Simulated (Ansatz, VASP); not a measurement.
One calculation of Al, two programs

File POSCAR:

```
Al
1.0
    0.0000000000      2.0248050000      2.0248050000
    2.0248050000      0.0000000000      2.0248050000
    2.0248050000      2.0248050000      0.0000000000
Al
1
Direct
    0.0000000000      0.0000000000      0.0000000000
```

INCAR.step1

```
PREC = Accurate
ENCUT = 520
EDIFF = 1E-5
ISMEAR = -1
SIGMA = 0.05
LREAL = F
LASPH = T
NELM = 100
ALGO = Normal
ISIF = 2
LWAVE = T
LCHARG = F
GGA = PE
NBANDS = 8
```

The input INCAR.step2:

```
PREC = Accurate
ENCUT = 520
EDIFF = 1E-6
ISMEAR = -1
SIGMA = 0.05
LREAL = F
LASPH = T
NELM = 100
ALGO = Normal
ISIF = 2
LWAVE = F
LCHARG = F
GGA = PE
LHFCALC = T
HFSCREEN = 0.2079
PRECFOCK = Normal
ISTART = 1
NBANDS = 8
```

Contents of KPOINTS:

```
Automatic mesh
0
Gamma
  6 6 6
```

The input input.yaml:

```yaml
crystal:
  lattice:
    - [0.0, 2.024805, 2.024805]
    - [2.024805, 0.0, 2.024805]
    - [2.024805, 2.024805, 0.0]
  atoms:
    - { symbol: Al, position: [0.0, 0.0, 0.0] }
hamiltonian:
  xc: hse06
  pseudopotentials: { kind: paw }
kpoints:
  mp_grid: { grid: [6, 6, 6] }
scf:
  occupations: { method: fermi_dirac, width: 0.05 }
  n_extra_bands: 6
output:
  forces: true
  stress: true
  eigenvalues: true
  dos: { projected: true, de: 0.05 }
```

Alike in both runs: functional HSE06; k mesh 6 × 6 × 6; occupations fermi-dirac, width 0.05 eV; no spin polarisation.

```csv
,VASP,Ansatz
version,VASP 6.6.1,Ansatz 0.2.0
potentials or method,"VASP PAW PBE potentials, release 64 (Al)",Ansatz PAW
plane-wave cutoff (eV),520,420
valence electrons in the cell,3,3
task,single point,projected density of states
```

Ansatz gave:

| Item | Value |
| --- | --- |
| gap on the k mesh at the Fermi level (eV) | none |
| pressure (GPa) | -1.0 |

Task: What did VASP give for the same quantities?

Result: gap on the k mesh at the Fermi level (eV): none; pressure (GPa): -0.9.

A gap of «none» marks a metal or a gap that the smearing closes. With one functional, cell and mesh, what is left measures potentials, basis and numerics.

Caveats: the k mesh is coarse (spacing up to 0.45 Å⁻¹), so the values aren't converged, least of all with exact exchange; the PAW data sets were made with another functional, which shifts forces and pressure a little (VASP); the PAW data sets come from PBE, with cores solved anew for the run's functional, which leaves a small shift of forces and pressure (Ansatz); the density of states is complete only up to the lowest level of the last band computed (Ansatz); the thresholds are loose for stress (Ansatz).
